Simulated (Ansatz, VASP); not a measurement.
**HgTe: VASP beside Ansatz**

```
CELL_PARAMETERS angstrom
0.00000 3.28641 3.28641
3.28641 0.00000 3.28641
3.28641 3.28641 0.00000
ATOMIC_POSITIONS crystal
Hg 0.00000 0.00000 0.00000
Te 0.25000 0.25000 0.25000
```

Alike in both runs: functional r2SCAN; k mesh 12 × 12 × 12; occupations gaussian, width 0.1 eV; no spin polarisation.

Ansatz relaxed the structure, and its values are those at the end. VASP's run is a single point on that final structure, the one shown.

```csv
,VASP,Ansatz
version,VASP 6.6.1,Ansatz 0.2.0
potentials or method,"VASP PAW PBE potentials, release 64 (Hg, Te)","scalar-relativistic, plane waves, PAW"
plane-wave cutoff (eV),520,500
valence electrons in the cell,18,36
```

|  | VASP | Ansatz | Ansatz less VASP |
| --- | --- | --- | --- |
| gap on the k mesh at the Fermi level (eV) | none | none | - |
| pressure (GPa) | 0.1 | 0.0 | -0.06 |

A gap of «none» marks a metal or a gap that the smearing closes. The two sets of potentials don't hold the same shells in valence.

Caveats: the PAW data sets were made with another functional, which shifts forces and pressure a little (VASP). The runs have no spin-orbit coupling, so splittings on Hg, Te are missing.
